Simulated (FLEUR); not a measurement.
# WC (Qusongite) (P-6m2) in FLEUR: further runs, part 2 of 2

FLEUR MaX-R8.1 (later development tree). Earlier steps stand in the parts before.

## Step 3: Equation of state, r2SCAN, 9.75 Å³/atom (volume scaled by 0.94)

Changes to inp.xml since step 2:

```diff
@@ -6,3 +6,3 @@
    <calculationSetup>
-      <cutoffs Kmax="4.9" Gmax="15.2" GmaxXC="15.2" numbands="0"/>
+      <cutoffs Kmax="5.03" Gmax="15.6" GmaxXC="15.6" numbands="0"/>
       <scfLoop itmax="80" minDistance="0.0001" maxIterBroyd="30" imix="Anderson" alpha="0.05" precondParam="0.0" spinf="2.0" sdNocoIR="T"/>
@@ -27,3 +27,3 @@
       <xi:include xmlns:xi="http://www.w3.org/2001/XInclude" href="sym.xml"> </xi:include>
-      <bulkLattice scale="1.0">
+      <bulkLattice scale="0.9795861087">
          <bravaisMatrix>
@@ -37,3 +37,3 @@
       <species name="Tungsten (W)" element="W" atomicNumber="74">
-         <mtSphere radius="2.38" gridPoints="787" logIncrement="0.017"/>
+         <mtSphere radius="2.3" gridPoints="787" logIncrement="0.017"/>
          <atomicCutoffs lmax="10" lnonsphr="10"/>
@@ -52,3 +52,3 @@
       <species name="Carbon (C)" element="C" atomicNumber="6">
-         <mtSphere radius="1.47" gridPoints="487" logIncrement="0.021"/>
+         <mtSphere radius="1.43" gridPoints="487" logIncrement="0.021"/>
          <atomicCutoffs lmax="8" lnonsphr="8"/>
```

Potentials or basis: all-electron, FLAPW.

The run is started by

```bash
$ inpgen -f crystal.txt -profile fastHighL
$ # inp.xml edited to the form shown
$ fleur_MPI
```

Wall time 1.8 min (1 thread of Intel Xeon at 2.70GHz, shared host); peak memory 0.1 GiB.

Results (log left out):

| Item | Value |
| --- | --- |
| Free energy | -440904.4293 eV |
| Band gap on the k mesh | none (metal or under the smearing width) |
| Valence electrons inside the program's atomic spheres | W 25.52; C 2.29 (radii W 2.3, C 1.43 bohr) |

Caveat: the meta-GGA is that of a development version, with a GGA for the radial functions and cores and without core tails.

## Step 4: Equation of state, r2SCAN, 9.96 Å³/atom (volume scaled by 0.96)

Changes to inp.xml since step 3:

```diff
@@ -27,3 +27,3 @@
       <xi:include xmlns:xi="http://www.w3.org/2001/XInclude" href="sym.xml"> </xi:include>
-      <bulkLattice scale="0.9795861087">
+      <bulkLattice scale="0.9864848297">
          <bravaisMatrix>
```

The run is started by

```bash
$ inpgen -f crystal.txt -profile fastHighL
$ # inp.xml edited to the form shown
$ fleur_MPI
```

It took 85 s on 1 thread of Intel Xeon at 2.70GHz, shared host; peak memory 0.1 GiB.

The run converged. Its results:

* Free energy: -440904.4942 eV
* Band gap on the k mesh: none (metal or under the smearing width)
* Valence electrons inside the program's atomic spheres: W 25.47; C 2.26 (radii W 2.3, C 1.43 bohr)

Caveat: the meta-GGA is that of a development version, with a GGA for the radial functions and cores and without core tails.

## Step 5: Equation of state, r2SCAN, 10.38 Å³/atom

Changes to inp.xml since step 4:

```diff
@@ -27,3 +27,3 @@
       <xi:include xmlns:xi="http://www.w3.org/2001/XInclude" href="sym.xml"> </xi:include>
-      <bulkLattice scale="0.9864848297">
+      <bulkLattice scale="1.0000000000">
          <bravaisMatrix>
```

The run is started by

```bash
$ inpgen -f crystal.txt -profile fastHighL
$ # inp.xml edited to the form shown
$ fleur_MPI
```

It took 97 s on 1 thread of Intel Xeon at 2.70GHz, shared host; peak memory 0.1 GiB.

The run converged. Its results:

| Item | Value |
| --- | --- |
| Free energy | -440904.5480 eV |
| Band gap on the k mesh | none (metal or under the smearing width) |
| Valence electrons inside the program's atomic spheres | W 25.38; C 2.23 (radii W 2.3, C 1.43 bohr) |

Caveat: the meta-GGA is that of a development version, with a GGA for the radial functions and cores and without core tails.

## Step 6: Equation of state, r2SCAN, 10.79 Å³/atom (volume scaled by 1.04)

Changes to inp.xml since step 5:

```diff
@@ -27,3 +27,3 @@
       <xi:include xmlns:xi="http://www.w3.org/2001/XInclude" href="sym.xml"> </xi:include>
-      <bulkLattice scale="1.0000000000">
+      <bulkLattice scale="1.0131594038">
          <bravaisMatrix>
```

Potentials or basis: all-electron, FLAPW.

The run is started by

```bash
$ inpgen -f crystal.txt -profile fastHighL
$ # inp.xml edited to the form shown
$ fleur_MPI
```

Run time: 1.7 min. Hardware: 1 thread of Intel Xeon at 2.70GHz, shared host; peak memory 0.1 GiB.

The run converged. Its results:

```
Free energy                                           : -440904.5161 eV
Band gap on the k mesh                                : none (metal or under the smearing width)
Valence electrons inside the program's atomic spheres : W 25.30; C 2.19 (radii W 2.3, C 1.43 bohr)
```

Caveat: the meta-GGA is that of a development version, with a GGA for the radial functions and cores and without core tails.

## Step 7: Equation of state, r2SCAN, 11.00 Å³/atom (volume scaled by 1.06)

Changes to inp.xml since step 6:

```diff
@@ -27,3 +27,3 @@
       <xi:include xmlns:xi="http://www.w3.org/2001/XInclude" href="sym.xml"> </xi:include>
-      <bulkLattice scale="1.0131594038">
+      <bulkLattice scale="1.0196128224">
          <bravaisMatrix>
```

The run is started by

```bash
$ inpgen -f crystal.txt -profile fastHighL
$ # inp.xml edited to the form shown
$ fleur_MPI
```

Run time: 92 s. Hardware: 1 thread of Intel Xeon at 2.70GHz, shared host; peak memory 0.1 GiB.

It converged, with:

| Item | Value |
| --- | --- |
| Free energy | -440904.4734 eV |
| Band gap on the k mesh | none (metal or under the smearing width) |
| Valence electrons inside the program's atomic spheres | W 25.26; C 2.17 (radii W 2.3, C 1.43 bohr) |

Caveat: the meta-GGA is that of a development version, with a GGA for the radial functions and cores and without core tails.

## Step 8: Equation of state, r2SCAN

No new run: the results of the series are fitted here.

Results:

| Item | Value |
| --- | --- |
| Equilibrium volume | 10.42 Å³/atom |
| Bulk modulus at fixed shape and positions | 404 GPa |

Energy against volume, from the lowest point:
```
volume (Å³/atom)  energy (meV/atom)
           9.754              59.33
           9.961              26.87
          10.376               0.00
          10.791              15.91
          10.999              37.29
```

Caveat: the meta-GGA is that of a development version, with a GGA for the radial functions and cores and without core tails; the cell was scaled at fixed shape and fractional positions, which overstates the stiffness of a crystal with free parameters, most of all of layers and chains.
